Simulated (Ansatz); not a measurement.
Six crystals in the bcc structure, computed with PBE in Ansatz (plane waves, PAW datasets (generated hard set); cutoff 700 eV), no spin polarisation, no spin–orbit coupling, Fermi–Dirac smearing of 0.061 eV, k-spacing 0.11 to 0.12 Å⁻¹.

(1) Rank them by lattice constant, smallest first.
A. Lu
B. Tl
C. Fe
D. Na
E. Os
F. Ce

Results:

(1) C (2.759 Å), E (3.092 Å), F (3.797 Å), A (3.898 Å), B (3.976 Å), D (4.199 Å).

Model structures, not the usual forms at ambient conditions (metastable or hypothetical): Tl, Os, Lu, Ce. The real material (Fe) is magnetic: without spin this is a model state, and volume, stiffness and gap can lie far from those of the magnetic ground state. Spin–orbit coupling is left out, which matters for 6p elements such as Tl, Pb and Bi. The open f shell of Ce is treated without spin here, so this is a model state and not the ground state.
